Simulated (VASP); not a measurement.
# TiN (Fm-3m) in VASP: single point with PBE

Aim: the single point of TiN with PBE.

All numbers are computed with VASP 6.6.1; they aren't measurements. Logs are shortened: lines on timing, memory, paths and dates and some standing lists are left out, and cuts for length are marked.

## Step 1: The structure

The structure is cubic, space group Fm-3m (No. 225). Conventional cell: a = 4.249 Å, b = 4.249 Å, c = 4.249 Å, α = 90.00°, β = 90.00°, γ = 90.00°. Ti (site symmetry m-3m) is surrounded by 6 N at 2.12 Å. Around N (site symmetry m-3m) lie 6 Ti at 2.12 Å.

## Step 2: Single point, PBE

INCAR reads:

```
SYSTEM = TiN
  PREC = Accurate
  ENCUT = 520
  EDIFF = 1E-7
  ISMEAR = 1
  SIGMA = 0.1
  LREAL = .FALSE.
  LASPH = .TRUE.
  NELM = 80
  ALGO = Normal
  ISIF = 2
  LWAVE = .FALSE.
  LCHARG = .FALSE.
  GGA = PE
  ICORELEVEL = 1
```

KPOINTS reads:

```
regular mesh
0
G
  13 13 25
  0 0 0
```

POSCAR reads:

```
TiN
1.0
    3.0042124600      0.0000000000      0.0000000000
    0.0000000000      3.0042124600      0.0000000000
    1.5021062300      1.5021062300      2.1242990000
Ti N
1 1
Direct
    0.0000000000      0.0000000000      0.0000000000
    0.5000000000      0.5000000000      0.0000000000
```

Potentials or basis: VASP PAW PBE potentials, release 64 (Ti_sv, N).

On the command line:

```
> cat potpaw_PBE.64/Ti_sv/POTCAR potpaw_PBE.64/N/POTCAR > POTCAR
> mpirun -np 1 vasp_std > vasp.out
```

OUTCAR:

```text
SYSTEM = TiN
   PREC = Accurate
   ENCUT = 520
   EDIFF = 1E-7
   ISMEAR = 1
   LREAL = .FALSE.
   LASPH = .TRUE.
   NELM = 80
   ISIF = 2
   GGA = PE

 ion  position               nearest neighbor table
   1  0.000  0.000  0.000-   2 2.12   2 2.12   2 2.12   2 2.12   2 2.12   2 2.12
   2  0.500  0.500  0.000-   1 2.12   1 2.12   1 2.12   1 2.12   1 2.12   1 2.12

  LATTYP: Found a face centered cubic cell.
 ALAT       =     4.2485980026

  Lattice vectors:

 A1 = (   1.5021062300,   1.5021062300,   2.1242990000)
 A2 = (   1.5021062300,  -1.5021062300,   2.1242990000)
 A3 = (   3.0042124600,   0.0000000000,   0.0000000000)

Analysis of symmetry for initial positions (statically):
=====================================================================
 Subroutine PRICEL returns:
 Original cell was already a primitive cell.

 Routine SETGRP: Setting up the symmetry group for a
 face centered cubic supercell.

 Subroutine GETGRP returns: Found 48 space group operations
 (whereof 48 operations were pure point group operations)
 out of a pool of 48 trial point group operations.

The static configuration has the point symmetry O_h .

Analysis of symmetry for dynamics (positions and initial velocities):
=====================================================================
 Subroutine PRICEL returns:
 Original cell was already a primitive cell.

 Routine SETGRP: Setting up the symmetry group for a
 face centered cubic supercell.

 Subroutine GETGRP returns: Found 48 space group operations
 (whereof 48 operations were pure point group operations)
 out of a pool of 48 trial point group operations.

The dynamic configuration has the point symmetry O_h .

 Subroutine INISYM returns: Found 48 space group operations
 (whereof 48 operations are pure point group operations),
 and found     1 'primitive' translations

----------------------------------------------------------------------------------------

                                     Primitive cell

  volume of cell :      19.1724

  direct lattice vectors                    reciprocal lattice vectors
     3.004212460  0.000000000  0.000000000     0.332865939  0.000000000 -0.235371763
     0.000000000  3.004212460  0.000000000     0.000000000  0.332865939 -0.235371763
     1.502106230  1.502106230  2.124299000     0.000000000  0.000000000  0.470743525

  length of vectors
     3.004212460  3.004212460  3.004212458     0.407675851  0.407675851  0.470743525

  position of ions in fractional coordinates (direct lattice)
     0.000000000  0.000000000  0.000000000
     0.500000000  0.500000000  0.000000000

  ion indices of the primitive-cell ions
   primitive index   ion index
                 1           1
                 2           2

----------------------------------------------------------------------------------------

 KPOINTS: regular mesh

Automatic generation of k-mesh.
 Grid dimensions read from file:
 generate k-points for:   13   13   25

 Generating k-lattice:

  Cartesian coordinates                     Fractional coordinates (reciprocal lattice)
     0.025605072  0.000000000 -0.018105520     0.076923077  0.000000000  0.000000000
     0.000000000  0.025605072 -0.018105520     0.000000000  0.076923077  0.000000000
     0.000000000  0.000000000  0.018829741     0.000000000  0.000000000  0.040000000

  Length of vectors
     0.031359681  0.031359681  0.018829741

  Shift w.r.t. Gamma in fractional coordinates (k-lattice)
     0.000000000  0.000000000  0.000000000

 -----------------------------------------------------------------------------
|                                                                             |
|           W    W    AA    RRRRR   N    N  II  N    N   GGGG   !!!           |
|           W    W   A  A   R    R  NN   N  II  NN   N  G    G  !!!           |
|           W    W  A    A  R    R  N N  N  II  N N  N  G       !!!           |
|           W WW W  AAAAAA  RRRRR   N  N N  II  N  N N  G  GGG   !            |
|           WW  WW  A    A  R   R   N   NN  II  N   NN  G    G                |
|           W    W  A    A  R    R  N    N  II  N    N   GGGG   !!!           |
|                                                                             |
|     Your reciprocal lattice and k-lattice belong to different lattice       |
|     classes:                                                                |
|                                                                             |
|        The reciprocal lattice is body-centered cubic,                       |
|        whereas your k-lattice is base-centered monoclinic.                  |
|                                                                             |
|     Results are often still useful ...                                      |
|                                                                             |
 -----------------------------------------------------------------------------

 WARNING: IBZKPT: internal override: KBLOWUP is changed to .FALSE.
      ... skipping the blow-up phase ...

 Subroutine IBZKPT returns following result:
 ===========================================

 Found   1141 irreducible k-points:

 Following reciprocal coordinates:
            Coordinates               Weight
  0.000000  0.000000  0.000000      1.000000
  0.076923  0.000000  0.000000      4.000000
  0.153846  0.000000  0.000000      4.000000
  0.230769  0.000000  0.000000      4.000000
  0.307692  0.000000  0.000000      4.000000
  0.384615  0.000000  0.000000      4.000000
[... 16 lines left out ...]
  0.384615  0.153846  0.000000      4.000000
  0.461538  0.153846  0.000000      4.000000
 [... further k-points ...]
   k-points           NKPTS =   1141   k-points in BZ     NKDIM =   1141   number of bands    NBANDS=     12
   number of dos      NEDOS =    301   number of ions     NIONS =      2
   total plane-waves  NPLWV =  13824
   dimension x,y,z NGX =    24 NGY =   24 NGZ =   24
   dimension x,y,z NGXF=    48 NGYF=   48 NGZF=   48
   ions per type =               1   1
   NGX,Y,Z   is equivalent  to a cutoff of  13.28, 13.28, 13.28 a.u.
   NGXF,Y,Z  is equivalent  to a cutoff of  26.56, 26.56, 26.56 a.u.
 SYSTEM =  TiN
   PREC   = accura    normal or accurate (medium, high low for compatibility)
   ISTART =      0    job   : 0-new  1-cont  2-samecut
   ICHARG =      2    charge: 1-file 2-atom 10-const
   ISPIN  =      1    spin polarized calculation?
   LNONCOLLINEAR =      F non collinear calculations
   LSORBIT =      F    spin-orbit coupling
   LASPH  =      T    aspherical Exc in radial PAW
   ENCUT  =  520.0 eV  38.22 Ry    6.18 a.u.   5.59  5.59  5.59*2*pi/ulx,y,z
   NELM   =     80;   NELMIN=  2; NELMDL= -5     # of ELM steps
   EDIFF  = 0.1E-06   stopping-criterion for ELM
   LREAL  =      F    real-space projection
   EDIFFG = 0.1E-05   stopping-criterion for IOM
   NSW    =      0    number of steps for IOM
   IBRION =     -1    ionic relax: 0-MD 1-quasi-New 2-CG
   NFREE  =      0    steps in history (QN), initial steepest desc. (CG)
   ISIF   =      2    stress and relaxation
   ISYM   =      2    0-nonsym 1-usesym 2-fastsym
   POTIM  = 0.5000    time-step for ionic-motion
   TEBEG  =    0.0;   TEEND  =   0.0 temperature during run
   PSTRESS=    0.0 pullay stress
   NELECT =      17.0000    total number of electrons
   NUPDOWN=      -1.0000    fix difference up-down
   EMIN   =  10.00;   EMAX   =-10.00  energy-range for DOS
   EFERMI =   0.00;   METHOD = LEGACY
   ISMEAR =     1;   SIGMA  =   0.10  broadening in eV -4-tet -1-fermi 0-gaus
   EFERMI_NEDOS =   21; number of points for ismear=-14 and -15
   IALGO  =     38    algorithm
   IMIX   =      4    mixing-type and parameters
     AMIX     =   0.40;   BMIX     =  1.00
     AMIX_MAG =   1.60;   BMIX_MAG =  1.00
  volume/ion in A,a.u.               =       9.59        64.69
  Fermi-wavevector in a.u.,A,eV,Ry     =   1.572771  2.972106 33.655489  2.473609
  Thomas-Fermi vector in A             =   2.674155
   LORBIT       =      0    0 simple, 1 ext, 2 COOP (PROOUT), +10 PAW based schemes
   GGA     = PE    functional components
   LHFCALC =     F    Hartree Fock is set to
   AEXX    =    0.0000 exact exchange contribution
   IVDW    =     0    specifies the selected vdW correction
   LEPSILON=     F    determine dielectric tensor
   LRPA    =     F    only Hartree local field effects (RPA)
 non-spin polarized calculation
 Methfessel and Paxton  Order N= 1 SIGMA  =   0.10
  energy-cutoff  :      520.00
  volume of cell :       19.17
 maximum number of plane-waves:       533
   NGX = 11   NGY = 11   NGZ = 11

 number of electron      17.0000002 magnetization

 Free energy of the ion-electron system (eV)
  ---------------------------------------------------
  ext. energy  EPLUGINS =         0.00000000
  ---------------------------------------------------
  free energy    TOTEN  =       -19.63766946 eV

  energy without entropy =      -19.63780398  energy(sigma->0) =      -19.63771430

 the core state eigenenergies are
   1-  1s  -4852.2240  2s   -520.9828  2p   -428.2586
   2-  1s   -366.0559

 E-fermi :  11.4047     XC(G=0): -12.9931

 val. band max:       11.4044222517   @ k =   0.1538   0.1538   0.3600
 cond. band min:      11.4088122172   @ k =   0.2308   0.0000   0.3200
 fundamental gap:      0.0043899655
 Fermi energy:        11.4046535142

 k-point     1 :       0.0000    0.0000    0.0000
  band No.  band energies     occupation
      1     -46.4950      2.00000
      2     -22.4780      2.00000
      3     -22.4780      2.00000
      4     -22.4780      2.00000
      5      -5.6900      2.00000
      6       9.3443      2.00000
      7       9.3443      2.00000
      8       9.3443      2.00000
      9      10.7726      2.00000
     10      10.7726      2.00000
     11      10.7726      2.00000
     12      11.9556     -0.00000
[... 258 lines left out ...]
      1     -46.4878      2.00000
      2     -22.5138      2.00000
      3     -22.4895      2.00000
      4     -22.4895      2.00000
      5      -5.5411      2.00000
      6       8.2440      2.00000
      7       8.9821      2.00000
      8       8.9821      2.00000
      9      10.5955      2.00000
     10      11.3004      2.05799
     11      11.3004      2.05799
     12      12.0113     -0.00000

 k-point    20 :       0.1538    0.1538    0.0000
  band No.  band energies     occupation
      1     -46.4467      2.00000
      2     -22.7594      2.00000

------------------------ aborting loop because EDIFF is reached ----------------------------------------

  FORCE on cell =-STRESS in cart. coord.  units (eV):
  Direction    XX          YY          ZZ          XY          YZ          ZX
  --------------------------------------------------------------------------------------
  -------------------------------------------------------------------------------------
  Total        0.0097505      0.0097505      0.0097505     -0.0000000      0.0000000     -0.0000000
  in kB        0.8148196      0.8148196      0.8148196     -0.0000000      0.0000000     -0.0000000
  external PRESSURE =       0.8148196 kB  Pullay stress =       0.0000000 kB

 VOLUME and BASIS-vectors are now :
 -----------------------------------------------------------------------------
  energy-cutoff  :      520.00
  volume of cell :       19.17
      direct lattice vectors                 reciprocal lattice vectors
     3.004212460  0.000000000  0.000000000     0.332865939  0.000000000 -0.235371763
     0.000000000  3.004212460  0.000000000     0.000000000  0.332865939 -0.235371763
     1.502106230  1.502106230  2.124299000     0.000000000  0.000000000  0.470743525

 POSITION                                       TOTAL-FORCE (eV/Angst)
 -----------------------------------------------------------------------------------
      0.00000      0.00000      0.00000        -0.000000     -0.000000      0.000000
      1.50211      1.50211      0.00000         0.000000      0.000000      0.000000
 -----------------------------------------------------------------------------------
    total drift:                               -0.000000     -0.000000     -0.000000

  FREE ENERGIE OF THE ION-ELECTRON SYSTEM (eV)
  ---------------------------------------------------
  free  energy   TOTEN  =       -19.6376694631 eV

  energy  without entropy=      -19.6378039783  energy(sigma->0) =      -19.63771430
```

Run time: 2.2 min. Hardware: 1 thread of Intel Xeon Platinum 8488C (Sapphire Rapids), shared host; peak memory 0.4 GiB.

Results:

| Property | Result |
| --- | --- |
| Free energy | -19.6377 eV |
| Pressure | 0.1 GPa |
| Band gap on the k mesh | none (metal or under the smearing width) |

Levels at points of the mesh, in eV from the Fermi level:
| k point | band 5 | band 6 | band 7 | band 8 | band 9 | band 10 | band 11 | band 12 |
| --- | --- | --- | --- | --- | --- | --- | --- | --- |
| (0.00, 0.00, 0.00) | -17.09 | -2.06 | -2.06 | -2.06 | -0.63 | -0.63 | -0.63 | 0.55 |

Core levels (eV, on the scale of the bands):
```
atom                            levels
1 Ti  1s -4852.2, 2s -521.0, 2p -428.3
 2 N                         1s -366.1
```
